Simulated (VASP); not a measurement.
CdO2: equation of state with r2SCAN

Crystal: CdO2.

```xyz
3
Lattice="3.3943 0.0000 0.0000 -1.6971 2.9395 0.0000 0.0000 0.0000 3.6089" Properties=species:S:1:pos:R:3 pbc="T T T"
Cd    0.0000    0.0000    0.0000
O     0.0000    1.9597    1.0182
O     1.6971    0.9798    2.5907
```

The cell comes from a database or a generator and needn't be the stable form of this composition.

- Program: VASP 6.6.1
- Task: equation of state
- Functional: r2SCAN
- Potentials or basis: VASP PAW PBE potentials, release 64 (Cd, O)
- Cutoff: 520 eV
- k mesh: 8 × 8 × 6
- Occupations: fermi-dirac, width 0.05 eV
- Spin: no spin polarisation
- Ladder: gaps
- Further INCAR settings: ALGO = Normal; EDIFF = 1e-06

* Equilibrium volume: 12.04 Å³/atom
* Bulk modulus at fixed shape and positions: 132 GPa
* Pressure derivative of the bulk modulus: 4.9 (rough: it moves with the points fitted)

Energy against volume, from the lowest point:
| volume (Å³/atom) | energy (meV/atom) |
| --- | --- |
| 11.523 | 9.87 |
| 11.763 | 2.69 |
| 12.003 | 0.00 |
| 12.243 | 1.35 |
| 12.483 | 6.25 |

All runs of the series together: 5.4 min on 1 thread of Intel(R) Xeon(R) 6975P-C (Granite Rapids), on a shared host.

Caveat: the cell was scaled at fixed shape and fractional positions, which overstates the stiffness of a crystal with free parameters, most of all of layers and chains; the PAW data sets were made with another functional, which shifts forces and pressure a little.
